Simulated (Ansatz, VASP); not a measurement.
**Two plane-wave programs on Mg**

```
CELL_PARAMETERS angstrom
0.00000 2.26110 2.26110
2.26110 0.00000 2.26110
2.26110 2.26110 0.00000
ATOMIC_POSITIONS crystal
Mg 0.00000 0.00000 0.00000
```

Alike in both runs: functional PBE; k mesh 16 × 16 × 16; occupations gaussian, width 0.1 eV; no spin polarisation.

Ansatz relaxed the structure, and its values are those at the end. VASP's run is a single point on that final structure, the one shown.

|  | VASP | Ansatz |
| --- | --- | --- |
| version | VASP 6.6.1 | Ansatz 0.2.0 |
| potentials or method | VASP PAW PBE potentials, release 64 (Mg) | scalar-relativistic, plane waves, PAW |
| plane-wave cutoff (eV) | 520 | 420 |
| valence electrons in the cell | 2 | 10 |

|  | VASP | Ansatz | Ansatz less VASP |
| --- | --- | --- | --- |
| gap on the k mesh at the Fermi level (eV) | none | none | - |
| pressure (GPa) | -0.1 | 0.0 | +0.12 |

A gap of «none» marks a metal or a gap that the smearing closes. With one functional, cell and mesh, what is left measures potentials, basis and numerics. The two sets of potentials don't hold the same shells in valence.
